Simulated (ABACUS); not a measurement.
# Mg under changes of volume

One of the cells (23.237 Å³/atom); the others are scaled copies at fixed shape and fractional positions:

```
Mg
1.0
     3.20930    0.00000    0.00000
    -1.60465    2.77934    0.00000
     0.00000    0.00000    5.21030
Mg
2
Cartesian
  1.6047 0.9264 3.9077
  0.0000 1.8529 1.3026
```

```yaml
Program: ABACUS 3.10.1
Functional: PBE
Potentials_or_basis: PseudoDojo NC SR 0.4.1 PBE standard
Cutoff: 1361 eV
Density_cutoff: 5442 eV
Basis: DZP LCAO (the cutoffs set its grid)
k_mesh: 10 × 10 × 5
Occupations: fermi-dirac, width 0.05 eV
Spin: no spin polarisation
```

```csv
volume (Å³/atom),energy over the lowest point (meV/atom),pressure (GPa)
21.843,10.12,2.5
22.308,4.23,1.6
22.772,0.99,0.7
23.237,0.00,-0.1
23.702,1.33,-0.8
24.167,?,?
24.631,9.69,-2.1
```

**Question.** What does the run at 24.167 Å³/atom give?

**Answer.** Energy over the lowest point 4.53 meV/atom; pressure -1.5 GPa.

Worked out: A Birch-Murnaghan fit of order 3 (a polynomial in V^(-2/3)) to the other rows has its minimum at 23.19 Å³/atom with B0 = V·E''(V) = 38 GPa and B' = 3.2 at fixed shape and positions, which overstates the stiffness. It gives 4.59 meV/atom at 24.167 Å³/atom, against the run's 4.53, and -dE/dV = -1.5 GPa, against -1.5.

Energies are extrapolated to zero smearing.

Caveats: the atomic orbitals were generated for these runs and aren't a published set; the basis of atomic orbitals isn't converged, which shifts pressures, moduli and gaps.
